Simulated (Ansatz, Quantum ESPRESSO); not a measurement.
# Charging silicene, 2 layers, AB stacking, part 3 of 5

How does the Fermi level of silicene, 2 layers, AB stacking move as charge is added against a counter-electrode?

Quantum ESPRESSO 7.5; plane-wave DFT, PBE, GBRV ultrasoft pseudopotentials; geometry by Ansatz 0.2.0 with PAW datasets.

So far. Step 3 (Self-consistent run: charge -0.0389 e): Gauss's law asks for a slope of 180.95 q/A = -0.557 eV/Å in the gap; the run gives -0.554. Step 4 (Ground state: charge -0.0195 e): The electrode's potential over the Fermi level goes from 2.554 to 3.607 eV, the far face's from 4.619 to 4.652 eV.

**5. Self-consistent run**

Input file q2.in:

```
&control
  prefix = 'q2'
  outdir = './out'
  pseudo_dir = './pseudo'
  calculation = 'scf'
  tprnfor = .true.
/
&system
  ibrav = 0
  nat = 4
  ntyp = 1
  ecutwfc = 40
  ecutrho = 200
  occupations = 'smearing'
  smearing = 'fd'
  degauss = 0.004
  assume_isolated = 'esm'
  esm_bc = 'bc3'
  tot_charge = 0.0
/
&electrons
  conv_thr = 1e-08
  mixing_beta = 0.4
  electron_maxstep = 120
  mixing_mode = 'local-TF'
  startingpot = 'file'
/
ATOMIC_SPECIES
  Si  28.0850  si_pbe_v1.uspp.F.UPF
CELL_PARAMETERS angstrom
  3.82131214020053 0.00000000000000 0.00000000000000
  -1.91065607010027 3.30935338920354 -0.00000000000000
  0.00000000000000 -0.00000000000000 20.20000000000000
ATOMIC_POSITIONS crystal
  Si  0.666666666667 0.333333333333 0.051775717675
  Si  0.333333333333 0.666666666667 0.080765119038
  Si  -0.000000000000 -0.000000000000 0.216264703575
  Si  0.666666666667 0.333333333333 0.245253985295
K_POINTS automatic
  24 24 1 0 0 0
```

Started as:

```console
$ cp -r out/q1.save out/q2.save
$ OMP_NUM_THREADS=1 mpirun -n 4 pw.x -nk 4 -in q2.in > q2.out
```

Output:

```text
[banner, memory and clock lines left out]
Program PWSCF v.7.5 starts
[...]
Message from routine setup:
[...]
number of electrons       =        16.00
     number of Kohn-Sham states=           12
     kinetic-energy cutoff     =      40.0000  Ry
     charge density cutoff     =     200.0000  Ry
[...]
number of k points=    61  Fermi-Dirac smearing, width (Ry)=  0.0040
[...]
Dense  grid:    82251 G-vectors     FFT dimensions: (  36,  36, 180)
[...]
The initial density is read from file :
[...]
negative rho (up, down):  8.812E-04 0.000E+00
     Starting wfcs are   16 randomized atomic wfcs
[...]
negative rho (up, down):  8.674E-04 0.000E+00
[...]
estimated scf accuracy    <       0.03220878 Ry
[...]
negative rho (up, down):  1.299E-03 0.000E+00
[...]
estimated scf accuracy    <       0.01713531 Ry
[...]
negative rho (up, down):  8.201E-04 0.000E+00
[...]
estimated scf accuracy    <       0.00101663 Ry
[...]
negative rho (up, down):  7.238E-04 0.000E+00
[...]
estimated scf accuracy    <       0.00249967 Ry
[...]
negative rho (up, down):  4.621E-04 0.000E+00
[...]
estimated scf accuracy    <       0.00096106 Ry
[...]
negative rho (up, down):  3.307E-04 0.000E+00
[...]
estimated scf accuracy    <       0.00035985 Ry
[...]
negative rho (up, down):  4.370E-04 0.000E+00
[...]
estimated scf accuracy    <       0.00002941 Ry
[...]
negative rho (up, down):  4.295E-04 0.000E+00
[...]
estimated scf accuracy    <       0.00009022 Ry
[...]
negative rho (up, down):  5.961E-04 0.000E+00
[...]
estimated scf accuracy    <       0.00013023 Ry
[...]
negative rho (up, down):  6.930E-04 0.000E+00
[...]
estimated scf accuracy    <       0.00001572 Ry
[...]
negative rho (up, down):  7.654E-04 0.000E+00
[...]
estimated scf accuracy    <       0.00000685 Ry
[...]
negative rho (up, down):  8.278E-04 0.000E+00
[...]
estimated scf accuracy    <       0.00000538 Ry
[...]
negative rho (up, down):  7.403E-04 0.000E+00
[...]
estimated scf accuracy    <       0.00001002 Ry
[...]
negative rho (up, down):  8.926E-04 0.000E+00
[...]
estimated scf accuracy    <       0.00000437 Ry
[...]
negative rho (up, down):  8.610E-04 0.000E+00
[...]
estimated scf accuracy    <       0.00000923 Ry
[...]
negative rho (up, down):  8.840E-04 0.000E+00
[...]
estimated scf accuracy    <       0.00000622 Ry
[...]
negative rho (up, down):  8.768E-04 0.000E+00
[...]
estimated scf accuracy    <       0.00000295 Ry
[...]
negative rho (up, down):  8.868E-04 0.000E+00
[...]
estimated scf accuracy    <       0.00000192 Ry
[...]
negative rho (up, down):  8.840E-04 0.000E+00
[...]
estimated scf accuracy    <       0.00000614 Ry
[...]
negative rho (up, down):  8.827E-04 0.000E+00
[...]
estimated scf accuracy    <       0.00000009 Ry
[...]
negative rho (up, down):  8.832E-04 0.000E+00
[...]
estimated scf accuracy    <       0.00000017 Ry
[...]
negative rho (up, down):  8.832E-04 0.000E+00
[...]
estimated scf accuracy    <       0.00000016 Ry
[...]
negative rho (up, down):  8.850E-04 0.000E+00
[...]
estimated scf accuracy    <       0.00000015 Ry
[...]
negative rho (up, down):  8.878E-04 0.000E+00
[...]
estimated scf accuracy    <       0.00000012 Ry
[...]
negative rho (up, down):  8.892E-04 0.000E+00
[...]
estimated scf accuracy    <       0.00000011 Ry
[...]
negative rho (up, down):  8.884E-04 0.000E+00
[...]
estimated scf accuracy    <       0.00000015 Ry
[...]
negative rho (up, down):  8.868E-04 0.000E+00
[...]
estimated scf accuracy    <       0.00000015 Ry
[...]
negative rho (up, down):  8.840E-04 0.000E+00
[...]
estimated scf accuracy    <       0.00000020 Ry
[...]
negative rho (up, down):  8.958E-04 0.000E+00
[...]
estimated scf accuracy    <       0.00000001 Ry
[...]
negative rho (up, down):  8.984E-04 0.000E+00
[...]
estimated scf accuracy    <       0.00000001 Ry
[...]
negative rho (up, down):  9.030E-04 0.000E+00
[...]
the Fermi energy is    -4.6786 ev
!    total energy              =     -38.19784084 Ry
     estimated scf accuracy    <          3.5E-09 Ry
     smearing contrib. (-TS)   =      -0.00035586 Ry
     internal energy E=F+TS    =     -38.19748498 Ry
[...]
one-electron contribution =   -1625.25646763 Ry
     hartree contribution      =     813.52954965 Ry
     xc contribution           =     -16.98189972 Ry
     ewald contribution        =     790.51133271 Ry
     convergence has been achieved in  31 iterations
     negative rho (up, down):  9.030E-04 0.000E+00
[...]
Total force =     0.006631     Total SCF correction =     0.000109
[...]
```

It took 1.9 min on 4 MPI ranks of Arm Neoverse V2, shared host; peak memory 0.68 GiB; 7.6 min of CPU time.

Numbers from this step:

```
Fermi energy                                                   : -4.679 eV
vacuum line at the lower end of the cell, over the Fermi level : 4.680 eV
slope of the potential above                                   : 6.34e-4 eV/Å
vacuum line at the upper end of the cell, over the Fermi level : 4.679 eV
```

The run needed 31 iterations to bring the estimated error under 1e-08 Ry.

The electrode's potential over the Fermi level goes from 3.607 to 4.679 eV, the far face's from 4.652 to 4.680 eV.

**6. Ground state: charge 0.0195 e**

q3.in, as its differences from the input of step 5:

```diff
@@ -1,3 +1,3 @@
 &control
-  prefix = 'q2'
+  prefix = 'q3'
   outdir = './out'
@@ -18,3 +18,3 @@
   esm_bc = 'bc3'
-  tot_charge = 0.0
+  tot_charge = 0.0195
 /
```

Started as:

```console
$ cp -r out/q2.save out/q3.save
$ OMP_NUM_THREADS=1 mpirun -n 4 pw.x -nk 4 -in q3.in > q3.out
```

Output:

```text
[banner, memory and clock lines left out]
Program PWSCF v.7.5 starts
[...]
Message from routine setup:
[...]
number of electrons       =        15.98
     number of Kohn-Sham states=           12
     kinetic-energy cutoff     =      40.0000  Ry
     charge density cutoff     =     200.0000  Ry
[...]
number of k points=    61  Fermi-Dirac smearing, width (Ry)=  0.0040
[...]
Dense  grid:    82251 G-vectors     FFT dimensions: (  36,  36, 180)
[...]
The initial density is read from file :
[...]
negative rho (up, down):  9.019E-04 0.000E+00
     Starting wfcs are   16 randomized atomic wfcs
[...]
negative rho (up, down):  8.626E-04 0.000E+00
[...]
estimated scf accuracy    <       0.03196549 Ry
[...]
negative rho (up, down):  1.304E-03 0.000E+00
[...]
estimated scf accuracy    <       0.01709875 Ry
[...]
negative rho (up, down):  9.879E-04 0.000E+00
[...]
estimated scf accuracy    <       0.00098735 Ry
[...]
negative rho (up, down):  8.428E-04 0.000E+00
[...]
estimated scf accuracy    <       0.00241072 Ry
[...]
negative rho (up, down):  5.913E-04 0.000E+00
[...]
estimated scf accuracy    <       0.00089386 Ry
[...]
negative rho (up, down):  3.622E-04 0.000E+00
[...]
estimated scf accuracy    <       0.00039959 Ry
[...]
negative rho (up, down):  5.011E-04 0.000E+00
[...]
estimated scf accuracy    <       0.00002654 Ry
[...]
negative rho (up, down):  4.844E-04 0.000E+00
[...]
estimated scf accuracy    <       0.00010755 Ry
[...]
negative rho (up, down):  6.315E-04 0.000E+00
[...]
estimated scf accuracy    <       0.00014252 Ry
[...]
negative rho (up, down):  8.264E-04 0.000E+00
[...]
estimated scf accuracy    <       0.00002838 Ry
[...]
negative rho (up, down):  7.281E-04 0.000E+00
[...]
estimated scf accuracy    <       0.00003072 Ry
[...]
negative rho (up, down):  8.270E-04 0.000E+00
[...]
estimated scf accuracy    <       0.00000563 Ry
[...]
negative rho (up, down):  8.797E-04 0.000E+00
[...]
estimated scf accuracy    <       0.00010437 Ry
[...]
negative rho (up, down):  8.517E-04 0.000E+00
[...]
estimated scf accuracy    <       0.00000660 Ry
[...]
negative rho (up, down):  8.466E-04 0.000E+00
[...]
estimated scf accuracy    <       0.00000190 Ry
[...]
negative rho (up, down):  8.350E-04 0.000E+00
[...]
estimated scf accuracy    <       0.00000015 Ry
[...]
negative rho (up, down):  8.799E-04 0.000E+00
[...]
estimated scf accuracy    <       0.00000036 Ry
[...]
negative rho (up, down):  9.134E-04 0.000E+00
[...]
estimated scf accuracy    <       0.00000021 Ry
[...]
negative rho (up, down):  9.154E-04 0.000E+00
[...]
estimated scf accuracy    <       0.00000027 Ry
[...]
negative rho (up, down):  9.199E-04 0.000E+00
[...]
estimated scf accuracy    <       0.00000020 Ry
[...]
negative rho (up, down):  9.199E-04 0.000E+00
[...]
estimated scf accuracy    <       0.00000009 Ry
[...]
negative rho (up, down):  9.198E-04 0.000E+00
[...]
estimated scf accuracy    <       0.00000008 Ry
[...]
negative rho (up, down):  9.216E-04 0.000E+00
[...]
estimated scf accuracy    <       0.00000006 Ry
[...]
negative rho (up, down):  9.222E-04 0.000E+00
[...]
estimated scf accuracy    <       0.00000002 Ry
[...]
negative rho (up, down):  9.226E-04 0.000E+00
[...]
estimated scf accuracy    <       0.00000001 Ry
[...]
negative rho (up, down):  9.225E-04 0.000E+00
[...]
estimated scf accuracy    <       0.00000001 Ry
[...]
negative rho (up, down):  9.222E-04 0.000E+00
[...]
estimated scf accuracy    <       0.00000002 Ry
[...]
negative rho (up, down):  9.224E-04 0.000E+00
[...]
estimated scf accuracy    <       0.00000001 Ry
[...]
negative rho (up, down):  9.212E-04 0.000E+00
[...]
the Fermi energy is    -5.7634 ev
!    total energy              =     -38.19033149 Ry
     estimated scf accuracy    <          6.7E-09 Ry
     smearing contrib. (-TS)   =      -0.00036686 Ry
     internal energy E=F+TS    =     -38.18996463 Ry
[...]
one-electron contribution =   -1624.01782335 Ry
     hartree contribution      =     812.28942369 Ry
     xc contribution           =     -16.97289768 Ry
     ewald contribution        =     790.51133271 Ry
     convergence has been achieved in  29 iterations
     negative rho (up, down):  9.212E-04 0.000E+00
[...]
Total force =     0.006679     Total SCF correction =     0.000176
[...]
```

The job ended after 2 min (4 MPI ranks; peak memory 0.68 GiB; 8 min of CPU time).

Numbers from this step:

- Fermi energy: -5.763 eV
- vacuum line at the lower end of the cell, over the Fermi level: 4.706 eV
- slope of the potential above: 0.2789 eV/Å
- vacuum line at the upper end of the cell, over the Fermi level: 5.763 eV

The electrode's potential over the Fermi level goes from 4.679 to 5.763 eV, the far face's from 4.680 to 4.706 eV.

**7. SCF with pw.x: charge 0.0389 e**

q4.in, as its differences from the input of step 6:

```diff
@@ -1,3 +1,3 @@
 &control
-  prefix = 'q3'
+  prefix = 'q4'
   outdir = './out'
@@ -18,3 +18,3 @@
   esm_bc = 'bc3'
-  tot_charge = 0.0195
+  tot_charge = 0.0389
 /
```

Started as:

```console
$ cp -r out/q3.save out/q4.save
$ OMP_NUM_THREADS=1 mpirun -n 4 pw.x -nk 4 -in q4.in > q4.out
```

Output:

```text
[banner, memory and clock lines left out]
Program PWSCF v.7.5 starts
[...]
Message from routine setup:
[...]
number of electrons       =        15.96
     number of Kohn-Sham states=           12
     kinetic-energy cutoff     =      40.0000  Ry
     charge density cutoff     =     200.0000  Ry
[...]
number of k points=    61  Fermi-Dirac smearing, width (Ry)=  0.0040
[...]
Dense  grid:    82251 G-vectors     FFT dimensions: (  36,  36, 180)
[...]
The initial density is read from file :
[...]
negative rho (up, down):  9.201E-04 0.000E+00
     Starting wfcs are   16 randomized atomic wfcs
[...]
negative rho (up, down):  8.861E-04 0.000E+00
[...]
estimated scf accuracy    <       0.03143748 Ry
[...]
negative rho (up, down):  1.378E-03 0.000E+00
[...]
estimated scf accuracy    <       0.01679544 Ry
[...]
negative rho (up, down):  9.850E-04 0.000E+00
[...]
estimated scf accuracy    <       0.00093889 Ry
[...]
negative rho (up, down):  8.455E-04 0.000E+00
[...]
estimated scf accuracy    <       0.00230604 Ry
[...]
negative rho (up, down):  6.019E-04 0.000E+00
[...]
estimated scf accuracy    <       0.00085203 Ry
[...]
negative rho (up, down):  3.781E-04 0.000E+00
[...]
estimated scf accuracy    <       0.00038142 Ry
[...]
negative rho (up, down):  5.204E-04 0.000E+00
[...]
estimated scf accuracy    <       0.00002432 Ry
[...]
negative rho (up, down):  5.043E-04 0.000E+00
[...]
estimated scf accuracy    <       0.00009325 Ry
[...]
negative rho (up, down):  6.648E-04 0.000E+00
[...]
estimated scf accuracy    <       0.00012889 Ry
[...]
negative rho (up, down):  8.402E-04 0.000E+00
[...]
estimated scf accuracy    <       0.00002081 Ry
[...]
negative rho (up, down):  7.537E-04 0.000E+00
[...]
estimated scf accuracy    <       0.00002078 Ry
[...]
negative rho (up, down):  8.475E-04 0.000E+00
[...]
estimated scf accuracy    <       0.00000407 Ry
[...]
negative rho (up, down):  8.951E-04 0.000E+00
[...]
estimated scf accuracy    <       0.00009010 Ry
[...]
negative rho (up, down):  8.789E-04 0.000E+00
[...]
estimated scf accuracy    <       0.00000971 Ry
[...]
negative rho (up, down):  8.730E-04 0.000E+00
[...]
estimated scf accuracy    <       0.00000490 Ry
[...]
negative rho (up, down):  8.649E-04 0.000E+00
[...]
estimated scf accuracy    <       0.00000369 Ry
[...]
negative rho (up, down):  8.642E-04 0.000E+00
[...]
estimated scf accuracy    <       0.00000047 Ry
[...]
negative rho (up, down):  8.987E-04 0.000E+00
[...]
estimated scf accuracy    <       0.00000031 Ry
[...]
negative rho (up, down):  9.224E-04 0.000E+00
[...]
estimated scf accuracy    <       0.00000070 Ry
[...]
negative rho (up, down):  9.251E-04 0.000E+00
[...]
estimated scf accuracy    <       0.00000005 Ry
[...]
negative rho (up, down):  9.355E-04 0.000E+00
[...]
estimated scf accuracy    <       0.00000001 Ry
[...]
negative rho (up, down):  9.370E-04 0.000E+00
[...]
the Fermi energy is    -6.8530 ev
!    total energy              =     -38.18131956 Ry
     estimated scf accuracy    <          7.5E-09 Ry
     smearing contrib. (-TS)   =      -0.00038365 Ry
     internal energy E=F+TS    =     -38.18093591 Ry
[...]
one-electron contribution =   -1622.77466348 Ry
     hartree contribution      =     811.04611495 Ry
     xc contribution           =     -16.96372009 Ry
     ewald contribution        =     790.51133271 Ry
     convergence has been achieved in  22 iterations
     negative rho (up, down):  9.370E-04 0.000E+00
[...]
Total force =     0.006667     Total SCF correction =     0.000130
[...]
```

The job ended after 1.8 min (4 MPI ranks; peak memory 0.54 GiB).

Read from the output:

| Item | Value |
| --- | --- |
| Fermi energy | -6.853 eV |
| vacuum line at the lower end of the cell, over the Fermi level | 4.734 eV |
| slope of the potential above | 0.5559 eV/Å |
| vacuum line at the upper end of the cell, over the Fermi level | 6.852 eV |

The electrode's potential over the Fermi level goes from 5.763 to 6.852 eV, the far face's from 4.706 to 4.734 eV.

(Continued in part 4 of 5.)

[Logs are printed without paths, hosts, clocks, repeated set-up lines and the standing remarks that a program may print on its own settings, such as how far it seeks lower states.]

[Hosts, paths, dates, database ids (printed as entryN), source tags and the programs' standing remarks are cut or masked in the printed files.]

[Maps of the electrostatic potential energy from Ansatz leave out the sawtooth potential of an applied field or a dipole correction, so their vacuum need not be flat; planar profiles and work functions include it.]
